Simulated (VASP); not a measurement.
## C: relaxation of cell and atoms with PBEsol

Crystal: C.

```
CELL_PARAMETERS angstrom
0.00000 1.77745 1.77745
1.77745 0.00000 1.77745
1.77745 1.77745 0.00000
ATOMIC_POSITIONS crystal
C 0.00000 0.00000 0.00000
C 0.25000 0.25000 0.25000
```

This isn't the form of C at room conditions, which is graphite.

* Program: VASP 6.6.1
* Task: relaxation of cell and atoms
* Functional: PBEsol
* Potentials or basis: VASP PAW PBE potentials, release 64 (C)
* Cutoff: 600 eV
* k mesh: 14 × 14 × 14
* Occupations: gaussian, width 0.03 eV
* Spin: no spin polarisation
* Further INCAR settings: ALGO = Normal; EDIFF = 1e-07; IBRION = 2; EDIFFG = -0.005; NSW = 90; ISIF = 3

```json
{"Pressure after relaxing": "0.0 GPa", "Band gap on the k mesh": "4.03 eV, indirect (least direct gap 5.57 eV)"}
```

Final structure:
```xyz
2
Lattice="0.0000 1.7775 1.7775 1.7775 0.0000 1.7775 1.7775 1.7775 0.0000" Properties=species:S:1:pos:R:3 pbc="T T T"
C     0.0000    0.0000    0.0000
C     0.8887    0.8887    0.8887
```

Levels at points of the mesh, in eV from the valence-band top:
```tsv
k point	band 2	band 3	band 4	band 5	band 6	band 7
(0.00, 0.00, 0.00)	0.00	0.00	0.00	5.57	5.57	5.57
(0.50, 0.00, 0.00)	-13.58	-2.84	-2.84	8.43	8.43	8.97
(0.50, 0.50, 0.00)	-12.85	-6.40	-6.40	4.62	4.62	16.93
```

Wall time 3.7 s on 4 MPI ranks on Intel(R) Xeon(R) Platinum 8488C (Sapphire Rapids), on a shared host, peak memory 0.11 GiB a rank.

Caveat: the relaxation stopped at its first step, so nothing moved; the PAW data sets were made with another functional, which shifts forces and pressure a little. As with any semilocal functional, this PBEsol gap is likely too small.
